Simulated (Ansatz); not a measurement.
# BAs (rocksalt type): the cost of one run

Program: Ansatz 0.2.0. Level of theory: DFT, PBE, PAW with Ansatz's default frozen-core files, scalar-relativistic. These are calculated values, not measurements.

## (1) The structure to begin with

It takes space group Fm-3m (No. 225, cubic). Conventional cell: a = 4.309 Å, b = 4.309 Å, c = 4.309 Å, α = 90.00°, β = 90.00°, γ = 90.00°. B (site symmetry m-3m) is surrounded by 6 As at 2.15 Å. Around As (site symmetry m-3m) lie 6 B at 2.15 Å.

As a file:

```cif
data_structure
_symmetry_space_group_name_H-M 'Fm-3m'
_symmetry_Int_Tables_number 225
_cell_length_a 4.3089
_cell_length_b 4.3089
_cell_length_c 4.3089
_cell_angle_alpha 90.000
_cell_angle_beta 90.000
_cell_angle_gamma 90.000
_cell_volume 80.00
loop_
_atom_site_label
_atom_site_type_symbol
_atom_site_symmetry_multiplicity
_atom_site_Wyckoff_symbol
_atom_site_fract_x
_atom_site_fract_y
_atom_site_fract_z
_atom_site_occupancy
B1 B 4 a 0.00000 0.00000 0.00000 1
As1 As 4 b 0.50000 0.00000 0.00000 1
```

The file gives the conventional cell by its symmetry; the runs use the cell typed in the input.

Atoms are numbered in the order of the input: B1, As2.

## (2) Cell relaxed at zero pressure, PAW

Contents of input.yaml:

```yaml
crystal:
  lattice:
    - [0.0, 2.15443469, 2.15443469]
    - [2.15443469, 0.0, 2.15443469]
    - [2.15443469, 2.15443469, 0.0]
  atoms:
    - { symbol: B, position: [0.0, 0.0, 0.0] }
    - { symbol: As, position: [0.5, 0.5, 0.5] }
kpoints:
  mp_grid: { grid: [16, 16, 16] }
scf:
  occupations: { method: fermi_dirac, width: 0.1 }
hamiltonian:
  xc: pbe
  pseudopotentials: { kind: paw }
output:
  forces: true
  stress: true
  write_density: true
  write_potential: true
  elf: true
  volumetric_format: npy
relax:
  f_tol: 0.005
  max_steps: 40
  cell: {}
```

Command:

```bash
$ ansatz run input.yaml --threads 1 --pin off --max-ram 3584MiB --backend cpu --events-out ev --progress --plain --runs-dir out
```

Q: Estimate wall time and peak memory on 1 thread of Intel Xeon at 2.60GHz (Ice Lake), shared host.

About 17 s, with a peak of 0.42 GiB.
